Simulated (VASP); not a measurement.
Input of a VASP 6.6.1 run:

The input INCAR:

```
PREC     = Accurate       # precision mode
ENCUT    = 600            # plane-wave cutoff, eV
EDIFF    = 1E-7           # SCF threshold, eV
ISMEAR   = 0              # smearing method
SIGMA    = 0.03           # smearing width, eV
LREAL    = False          # projectors in reciprocal space
LASPH    = True           # aspherical terms in the spheres
NELM     = 80             # most SCF steps
ALGO     = Normal         # electronic algorithm
ISIF     = 2              # what is computed and relaxed
LWAVE    = False          # write WAVECAR
LCHARG   = False          # write CHGCAR
METAGGA  = R2SCAN         # meta-GGA
LMIXTAU  = True         
IBRION   = 2              # ionic algorithm
NSW      = 40             # ionic steps
EDIFFG   = -0.01          # ionic threshold
```

KPOINTS

```
Automatic mesh
0
Gamma
  12 12 12
```

The input POSCAR:

```
SiC                                     
1.0
   -0.0000000000      2.0129446163      2.0129446163
    2.0129446163     -0.0000000000      2.0129446163
    2.0129446163      2.0129446163     -0.0000000000
  Si              C             
     1     1
Direct
     0.0000000000000000    0.0000000000000000    0.0000000000000000
     0.5000000000000000    0.5000000000000000    0.5000000000000000
```

Potentials or basis: VASP PAW PBE potentials, release 64 (Si, C).

Launch:

```bash
$ cat potpaw_PBE.64/Si/POTCAR potpaw_PBE.64/C/POTCAR > POTCAR
$ mpirun -np 1 vasp_std > vasp.out
```

**Question.** Estimate the band gap on the k mesh.

**Answer.** None (metal or under the smearing width).

Final structure:
```
Si C
1.0
     0.00000    2.01294    2.01294
     2.01294    0.00000    2.01294
     2.01294    2.01294    0.00000
Si C
1 1
Direct
  0.00000 0.00000 0.00000
  0.50000 0.50000 0.50000
```

Caveat: the relaxation stopped at its first step, so nothing moved.
